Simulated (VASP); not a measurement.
Input:

```xyz
2
Lattice="0.0000 3.1160 3.1160 3.1160 0.0000 3.1160 3.1160 3.1160 0.0000" Properties=species:S:1:pos:R:3 pbc="T T T"
Al     0.0000     0.0000     0.0000
Sb     1.5580     1.5580     1.5580
```

All values below come from HSE06 screened hybrid, VASP's PBE PAW potentials (set 64) (plane waves; VASP). Settings: 520 eV cut-off, 6×6×6 Γ-centred mesh, Gaussian smearing of 0.050 eV, potentials Al Sb.

Unless said otherwise, spin-orbit coupling is left out, though it shifts the bands of the heavy elements here.

Q: Estimate the energy per atom (σ→0), pressure, band gap (over the mesh, the named points and PBE's band edges) with the smallest direct gap where there is one.

A: 
```json
{
  "band gap (over the mesh, the named points and PBE's band edges)": "1.89 eV",
  "smallest direct gap (over the mesh, the named points and PBE's band edges)": "2.03 eV",
  "energy per atom (σ→0)": "-4.905 eV/atom",
  "pressure": "-2.05 GPa"
}
```

The absolute energy has meaning only against runs of the same code, potentials and settings.

The compound is AlSb in the zinc blende structure. It was relaxed first.
